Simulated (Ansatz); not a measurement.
# C(111) with Li on 25 % of the top atoms and H on the rest: bands and core levels, part 2 of 2

What would XPS and angle-resolved spectra of C(111) with Li on 25 % of the top atoms and H on the rest look like?

Ansatz 0.2.0; DFT, PBE, plane-wave PAW, default files, scalar-relativistic.

So far, gap on the k-mesh (eV): step 2 (relaxation) 0.332.

## 3. Bands by layer (continued)

The DOS has structure finer than the step of the table below, so its rows give means over 1 eV, whole bins alone (the curve runs from -22.3 to 6.70 eV). Peaks (eV: height): total -6.1: 13.5, -5.1: 13.3, -4.8: 14.2, 5.6: 12.5; C 2p -6.1: 11.8, -5.1: 10.6, -4.8: 12.4, -3.0: 9.84; C 2s -18.4: 3.18, -15.9: 3.42, -15.6: 4.16, -14.6: 5.33; H 1s -5.1: 1.54, -4.5: 1.84, -2.1: 0.978, 5.6: 1.16; Li 2s -0.2: 1.06, 0.8: 1.13, 1.3: 1.57, 2.3: 0.342.

* holds the states left over by the projection beside any projected weight of its own. The DOS by E, zero at the valence-band maximum; means over each step; values in states/eV/cell:

```csv
E (eV),total,C 2p,C 2s,H 1s,Li 2s,Li 2p*
-21,0.0481,0.00501,0.0410,0.00144,2.8e-4,0
-20,1.04,0.203,0.796,0.0244,0.00405,0
-19,1.68,0.491,1.12,0.0464,0.00538,0
-18,2.53,0.855,1.58,0.0755,0.00514,0
-17,2.93,1.08,1.75,0.0796,0.00344,0
-16,4.50,1.67,2.65,0.136,0.00377,0
-15,4.18,1.59,2.44,0.121,0.00159,0
-14,3.34,1.31,1.90,0.117,7.5e-4,0
-13,3.05,1.33,1.56,0.146,3.6e-4,0
-12,4.15,2.53,1.40,0.194,0.00151,0.0247
-11,5.74,3.71,1.70,0.285,0.00270,0.0440
-10,4.70,2.96,1.48,0.243,0.00153,0.0274
-9,3.16,2.10,0.785,0.247,0.00406,0.0216
-8,8.01,6.19,1.05,0.705,0.00549,0.0515
-7,6.75,5.51,0.731,0.476,0.00365,0.0301
-6,9.77,8.51,0.641,0.582,0.00197,0.0332
-5,11.2,9.33,0.618,1.17,0.0175,0.0366
-4,9.42,8.44,0.341,0.603,0.00788,0.0253
-3,8.22,7.61,0.193,0.398,0.00462,0.0210
-2,5.58,4.97,0.133,0.432,0.0232,0.0251
-1,1.66,1.58,0.0356,0.00796,0.0288,0.00796
0,2.65,1.83,0.131,0.0420,0.549,0.0943
1,1.53,0.288,0.0501,0.0230,0.793,0.374
2,1.55,0.122,0.0504,0.134,0.222,1.03
3,3.18,0.269,0.116,0.381,0.0715,2.35
4,4.55,0.375,0.203,0.477,0.0232,3.47
5,5.78,0.828,0.529,0.632,0.0163,3.77
6,10.1,2.43,1.36,0.769,0.0131,5.55
```

Simulated valence spectra by photon energy, shown to 13 eV, since a deeper line would dwarf them at some energies; the 100 % can be that line's tail at the edge; this run's widths, added to any smearing of the DOS itself: Gaussian 0.3 eV, Lorentzian 0.05 eV. Intensity against binding energy, zero at the valence-band maximum; values in % of the maximum within 13 eV:

```csv
binding energy (eV),21.2 eV,150 eV,1486.7 eV,5414.7 eV,9251.7 eV
-1.0,0.300,0.319,0.125,0.108,0.105
-0.5,0.759,0.835,0.297,0.249,0.240
0.0,27.5,32.1,10.9,8.96,8.60
0.5,15.1,16.6,5.16,4.05,3.85
1.0,18.6,15.3,3.44,2.47,2.33
1.5,24.7,20.5,4.84,3.62,3.44
2.0,52.1,41.8,10.5,7.96,7.59
2.5,56.0,46.4,12.2,9.49,9.10
3.0,76.6,60.5,12.8,9.00,8.46
3.5,62.6,53.0,15.1,12.0,11.5
4.0,69.4,60.0,18.6,15.3,14.8
4.5,97.0,80.6,27.4,23.2,22.5
5.0,94.2,85.6,35.6,31.6,31.0
5.5,56.3,50.6,19.3,16.8,16.4
6.0,95.5,92.5,43.1,39.2,38.7
6.5,43.4,42.3,19.3,17.5,17.2
7.0,54.9,60.4,36.6,34.7,34.4
7.5,62.4,71.5,44.4,42.2,41.9
8.0,62.1,73.5,48.7,46.8,46.5
8.5,39.8,48.9,34.7,33.7,33.5
9.0,30.5,57.3,54.2,53.8,53.8
9.5,6.99,13.0,12.3,12.2,12.2
10.0,42.4,89.1,90.9,91.2,91.2
10.5,31.7,62.3,62.3,62.4,62.4
11.0,44.0,92.7,93.6,93.7,93.7
11.5,-,78.8,79.6,79.4,79.4
12.0,-,41.2,39.9,39.7,39.6
12.5,-,36.9,42.6,43.2,43.3
```

Maxima picked by a test of local sharpness, so broad peaks and shoulders can be missing; peaks within 0.45 eV of a curve's cut are left out. Valence peaks, by row, the first 40 of 67 rows:

```csv
photon energy (eV),binding energy (eV),height (% of the maximum within 13 eV),main shell,its share (%)
21.2,10.03,43.12,C 2p,82.92
21.2,9.075,32.56,C 2p,82.79
21.2,8.125,63.62,C 2p,84.42
21.2,7.425,63.03,C 2p,88.78
21.2,6.025,96.14,C 2p,91.49
21.2,4.775,100,C 2p,87.21
21.2,3.625,65.21,C 2p,96.15
21.2,2.975,76.91,C 2p,93.58
21.2,2.125,55.85,C 2p,87.78
21.2,0.9754,18.58,C 2p,98.37
21.2,0.1754,37.33,C 2p,88.93
150,18.38,70.76,C 2s,89.77
150,16.93,68.92,C 2s,87.8
150,15.63,101.3,C 2s,87.71
150,14.63,129.7,C 2s,86.91
150,13.53,80.58,C 2s,86.08
150,11.63,90.89,C 2s,71.3
150,10.93,100,C 2s,68.11
150,10.03,90.35,C 2s,69.65
150,9.075,62.1,C 2s,66.24
150,8.175,77.62,C 2p,52.15
150,7.475,72.16,C 2p,57.71
150,6.025,92.72,C 2p,70.7
150,4.825,87.99,C 2p,74.48
150,2.975,61.05,C 2p,88.01
1487,19.28,47.46,C 2s,99.34
1487,18.38,91.39,C 2s,99.22
1487,17.78,64.89,C 2s,99.15
1487,16.93,86.11,C 2s,99.07
1487,15.63,127.4,C 2s,99.07
1487,14.63,162.5,C 2s,99.01
1487,13.53,99.4,C 2s,98.93
1487,12.83,69.94,C 2s,98.72
1487,11.63,92.42,C 2s,97.33
1487,10.93,100,C 2s,96.95
1487,10.03,92.34,C 2s,97.17
1487,9.075,59.2,C 2s,96.67
1487,8.175,53.67,C 2s,92.55
1487,7.425,45.11,C 2s,90.88
5415,19.93,44.06,C 2s,99.87
```

From the valence-band maximum. The planar mean, electrostatic potential by z:

```csv
z (Å),"planar mean, electrostatic potential (eV)"
0,2.84
1,3.45
2,3.52
3,3.52
4,3.52
5,3.51
6,3.25
7,-1.34
8,-14.6
9,-7.70
10,-13.4
11,-9.31
12,-11.4
13,-10.1
14,-0.161
15,-0.356
16,1.48
17,2.02
18,2.17
19,2.20
20,2.21
21,2.40
```

The intensity has structure finer than the step of the table below, so its rows give means over 1 eV, whole bins alone (the curve runs from -22.3 to 1.40 eV). Peaks (eV: height): C K -7.4: 64.1, -6.0: 99.3, -4.8: 99.9, -3.0: 80.9; C K, E along x -7.4: 62.4, -6.0: 99.1, -4.8: 98.7, -2.9: 81.5; C K, E along y -7.4: 62.4, -6.0: 99.1, -4.8: 98.7, -2.9: 81.5; C K, E along z -8.0: 77.7, -6.1: 104, -4.5: 124, -3.1: 87.0.

Shapes are the site's partial DOS without matrix elements, which overweights lines from ligand s bands. Intensity against emission energy less the core level's binding energy, zero at the valence-band maximum; means over each step; values in % of the unpolarised maximum:

```csv
emission energy less the core level's binding energy (eV),C K,"C K, E along x","C K, E along y","C K, E along z"
-21,0.243,0.195,0.195,0.339
-20,2.19,2.22,2.22,2.13
-19,4.94,5.09,5.09,4.62
-18,7.96,8.51,8.51,6.88
-17,10.2,11.4,11.4,7.85
-16,14.9,16.2,16.2,12.2
-15,14.9,16.9,16.9,10.8
-14,13.4,15.5,15.5,9.18
-13,13.4,16.2,16.2,7.58
-12,23.0,25.6,25.6,17.8
-11,35.6,32.3,32.3,42.2
-10,28.2,26.3,26.3,32.0
-9,22.5,23.5,23.5,20.6
-8,56.3,50.3,50.3,68.4
-7,53.2,51.6,51.6,56.4
-6,78.7,78.0,78.0,80.1
-5,87.0,80.5,80.5,100
-4,78.6,80.2,80.2,75.4
-3,71.4,72.4,72.4,69.4
-2,46.8,45.6,45.6,49.2
-1,17.5,22.9,22.9,6.62
0,15.4,7.52,7.52,31.0
```

Sums over each group's atoms; left-over states aren't shared out by site. Site centres, by row:

```csv
group,element,shell,occupied states,centre of occupied part (eV),centre up to the window's top (eV)
adsorbate,Li,2s,0.5688,-1.597,0.4844
adsorbate,H,1s,2.705,-7.248,-3.94
layer 1,C,2s,3.994,-12.53,-10.63
layer 1,C,2p,12.67,-6.269,-5.279
layer 2,C,2s,3.759,-13.26,-11.43
layer 2,C,2p,12.1,-7.062,-6.412
layer 3,C,2s,3.816,-13.13,-11.2
layer 3,C,2p,12.11,-7.078,-6.109
middle,C,2s,3.79,-13.28,-11.36
middle,C,2p,12.16,-7.147,-6.259
other layers,C,2s,7.706,-13.2,-10.82
other layers,C,2p,24.66,-6.893,-5.97
other layers,H,1s,3.408,-7.319,-3.462
```

The broadened DOS, unweighted empty DOS by E, zero at the valence-band maximum; read off at these points:

```csv
E (eV),"broadened DOS, unweighted empty DOS (states/eV/cell)"
-0.95,0
-0.75,0
-0.55,1.4e-4
-0.35,0.00314
-0.15,0.0348
0.05,0.198
0.25,0.614
0.35,0.887
0.55,1.35
0.75,1.47
0.95,1.34
1.15,1.44
1.35,1.49
1.55,1.16
1.75,0.908
1.95,1.20
2.15,1.98
2.35,2.34
2.55,2.19
2.65,2.24
2.85,2.78
3.05,3.58
3.25,4.12
3.45,4.26
3.65,4.57
3.85,5.00
3.95,5.03
4.05,4.87
4.25,4.30
4.45,4.21
4.65,4.80
4.85,5.34
4.95,5.51
5.15,6.10
5.35,7.48
5.55,9.00
5.75,9.60
5.95,9.77
6.15,10.1
```

The spectra weight each projected shell by its atomic cross section (Dirac–Hartree–Slater) and angular factor, for linear light with the analyser at 0° from the polarisation. Broadening, on top of any smearing of the DOS itself: a Gaussian of 0.3 eV and a Lorentzian of 0.05 eV plus 0 times the binding energy (full widths), Fermi edge at 20 K. Each atom is damped by exp[−depth/(λ cos θ)], θ = 60° from the normal, λ from the universal curve. Curves are cut 10 eV under the photon energy, above any shell that the free atom's threshold puts out of reach, or at the lower edge of the window: 11.2 eV at 21.2 eV, 22.3 eV at 150 eV, 22.3 eV at 1486.7 eV, 22.3 eV at 5414.7 eV and 22.3 eV at 9251.7 eV. A star in tables and legends marks shells that hold the states left over by the projection (0.4 % of the filled ones), a stand-in for orbitals that the files don't project on. Dipole terms alone, which is rough above 3 keV; no background, satellites or final-state effects.

How the area divides among the shells (%):

```csv
shell,21.2 eV,150 eV,1486.7 eV,5414.7 eV,9251.7 eV
H 1s,7.8,1.5,0.3,0.1,0.1
C 2s,3.0,58.3,95.4,98.8,99.3
C 2p,88.8,39.9,4.2,1.0,0.6
```

Regions along c: top from 12.5 to 18.8 Å, middle from 9.2 to 12.5 Å, bottom from 3.0 to 9.2 Å. The top region's edge passes close to a layer, so the weights are only a guide.

States with weight above 0.08 nearest the zero at K of the zone, within the window kept, -7.8 to 6.0 eV (levels that the program groups as degenerate share a row):

```csv
E (eV),"weight, total","weight, top","weight, middle","weight, bottom"
-5.30,0.80,0.09,0.09,0.62
-5.00,0.95,0.05,0.52,0.38
-4.92,0.16,0.03,0.11,0.01
-4.80,0.83,0.20,0.57,0.06
-4.57,0.61,0.23,0.20,0.18
-2.60,0.13,0.09,0.04,0.00
0.00,0.18,0.13,0.05,0.00
```

States with weight above 0.08 nearest the zero at Γ of the zone, within the window kept, -7.8 to 6.0 eV (levels that the program groups as degenerate share a row):

```csv
E (eV),"weight, total","weight, top","weight, middle","weight, bottom"
-3.87,0.08,0.02,0.03,0.03
-2.05,0.75,0.16,0.33,0.26
-2.04,2.00,0.17,1.41,0.42
-1.10,2.00,0.47,0.61,0.91
-0.49,0.47,0.43,0.03,0.01
-0.10,2.00,0.30,1.06,0.63
0.33,0.84,0.61,0.14,0.06
2.22,0.99,0.32,0.03,0.08
2.82,1.00,0.05,0.05,0.78
3.68,0.99,0.32,0.05,0.09
```

States with weight above 0.08 nearest the zero at M of the zone, within the window kept, -7.8 to 6.0 eV (levels that the program groups as degenerate share a row):

```csv
E (eV),"weight, total","weight, top","weight, middle","weight, bottom"
-5.19,0.67,0.19,0.17,0.31
-4.33,0.33,0.08,0.10,0.15
-4.25,0.67,0.16,0.19,0.31
-3.87,0.31,0.03,0.13,0.15
-3.14,0.67,0.13,0.35,0.18
-3.05,0.33,0.04,0.18,0.11
-3.00,0.67,0.10,0.37,0.19
-2.05,0.08,0.05,0.03,0.01
-0.49,0.17,0.11,0.06,0.01
4.41,0.66,0.57,0.07,0.01
```

The largest force component on a free atom is 0.012 eV/Å, so the atoms are at rest for these settings too.

## 4. Core holes

Core levels are what XPS measures. Each chosen atom gets a core hole in a self-consistent pass of its own.

Input file input.yaml:

```yaml
crystal:
  lattice:
    - [5.044499777, 0.0, 0.0]
    - [2.5222498885, 4.3686649563, 0.0]
    - [0.0, 0.0, 21.7336689229]
  atoms:
    - { symbol: Li_h, position: [0.0, 0.0, 0.68192609] }
    - { symbol: H, position: [0.5007707722, -0.0015415444, 0.6367621776] }
    - { symbol: H, position: [-0.0015415444, 0.5007707722, 0.6367621776] }
    - { symbol: H, position: [0.5007707722, 0.5007707722, 0.6367621776] }
    - { symbol: C_h, position: [0.0, 0.0, 0.5860873738] }
    - { symbol: C, position: [0.5005142481, -0.0010284962, 0.5851650435] }
    - { symbol: C, position: [-0.0010284962, 0.5005142481, 0.5851650435] }
    - { symbol: C_h, position: [0.5005142481, 0.5005142481, 0.5851650435] }
    - { symbol: C_h, position: [0.8347657689, 0.3304684622, 0.5637303144] }
    - { symbol: C, position: [0.3333333333, 0.3333333333, 0.5634464887] }
    - { symbol: C, position: [0.8347657689, 0.8347657689, 0.5637303144] }
    - { symbol: C, position: [0.3304684622, 0.8347657689, 0.5637303144] }
    - { symbol: C, position: [0.8332914829, 0.3334170341, 0.4914979003] }
    - { symbol: C, position: [0.3333333333, 0.3333333333, 0.4916628826] }
    - { symbol: C, position: [0.8332914829, 0.8332914829, 0.4914979003] }
    - { symbol: C, position: [0.3334170341, 0.8332914829, 0.4914979003] }
    - { symbol: C_h, position: [0.1665952367, 0.1665952367, 0.4681158214] }
    - { symbol: C, position: [0.6668095266, 0.1665952367, 0.4681158214] }
    - { symbol: C, position: [0.1665952367, 0.6668095266, 0.4681158214] }
    - { symbol: C, position: [0.6666666667, 0.6666666667, 0.4680564015] }
    - { symbol: C, position: [0.1666666667, 0.1666666667, 0.396842895] }
    - { symbol: C, position: [0.6666666667, 0.1666666667, 0.396842895] }
    - { symbol: C, position: [0.1666666667, 0.6666666667, 0.396842895] }
    - { symbol: C, position: [0.6666666667, 0.6666666667, 0.396842895] }
    - { symbol: C, position: [0.0, 0.0, 0.373153747] }
    - { symbol: C, position: [0.5, 0.0, 0.373153747] }
    - { symbol: C, position: [0.0, 0.5, 0.373153747] }
    - { symbol: C, position: [0.5, 0.5, 0.373153747] }
    - { symbol: H, position: [0.0, 0.0, 0.322080916] }
    - { symbol: H, position: [0.5, 0.0, 0.322080916] }
    - { symbol: H, position: [0.0, 0.5, 0.322080916] }
    - { symbol: H, position: [0.5, 0.5, 0.322080916] }
kpoints:
  mp_grid: { grid: [6, 6, 1] }
scf:
  occupations: { method: fermi_dirac, width: 0.02 }
  n_extra_bands: 23
hamiltonian:
  xc: pbe
  pseudopotentials: { kind: paw }
output:
  forces: true
  write_potential: true
  volumetric_format: []
  core_levels:
    shells: { Li_h: "1s", C_h: "1s" }
    counted_from: conduction_bottom
    add_spin: false
efield:
  axis: 3
  dipole_correction: true
```

Command:

```
$ ansatz run input.yaml --threads 4 --pin off --max-ram 11264MiB --backend cpu --events-out ev --progress --plain --runs-dir out
```

Elapsed: 0.07 s, on 4 threads of Arm Neoverse V1, shared host; peak memory 0.096 GiB.

The program refused the input before any cycle.

The program's message: “Error: pseudopotential record <dir> output.core_levels.shells: no 1s core hole can be made of this Li record: its frozen core holds no 1s shell, nor is that a full one between the 1s and the outermost …”

## 5. Results

```yaml
ionisation_potential: 2.21 eV (upper face; lower face 3.52 eV)
electron_affinity_kohn_sham: 1.87 eV (slab's lowest empty level against the upper vacuum)
```

The valence top of C(111) with Li on 25 % of the top atoms and H on the rest lies 2.21 eV (upper face; lower face 3.52 eV) below the vacuum and the lowest empty level 1.87 eV below the vacuum of the upper face. That empty level sits on the upper face (73 % of its weight), so it is a surface level and no edge of the bulk's conduction band. Only the strongest levels a point were stored, too few to count surface states. The upper face's value lies 1.32 eV below that of the hydrogen-covered lower face; the difference is the dipole step of the groups. A full set of core levels wasn't obtained: the run with holes failed. At 21.2 eV the valence spectrum has its highest listed peaks within 10.8 eV at 3.0 eV (C 2p), 3.6 eV (C 2p), 4.8 eV (C 2p), 6.0 eV (C 2p) and 8.1 eV (C 2p). At 1486.7 eV the valence spectrum has its highest listed peaks within 21.9 eV at 10.9 eV (C 2s), 11.6 eV (C 2s), 13.5 eV (C 2s), 14.6 eV (C 2s) and 15.6 eV (C 2s). The shell named is the one with most of the intensity, cross sections included, not always the one with most states there. The slab's own atoms span 4.6 Å, so bulk bands appear as a few quantum-well levels, and states of the two faces can mix. The program warns of density or levels in the vacuum in some of these runs, so vacuum levels and energy differences can be a little off. The affinity uses the Kohn–Sham gap, which is too small, so the true affinity is lower and the true ionisation potential usually higher.

[Logs are printed without paths, hosts, clocks, repeated set-up lines and the standing remarks that a program may print on its own settings, such as how far it seeks lower states.]

[Hosts, paths, dates, database ids (printed as entryN), source tags and the programs' standing remarks are cut or masked in the printed files.]

[Maps of the electrostatic potential energy from Ansatz leave out the sawtooth potential of an applied field or a dipole correction, so their vacuum need not be flat; work functions include it.]
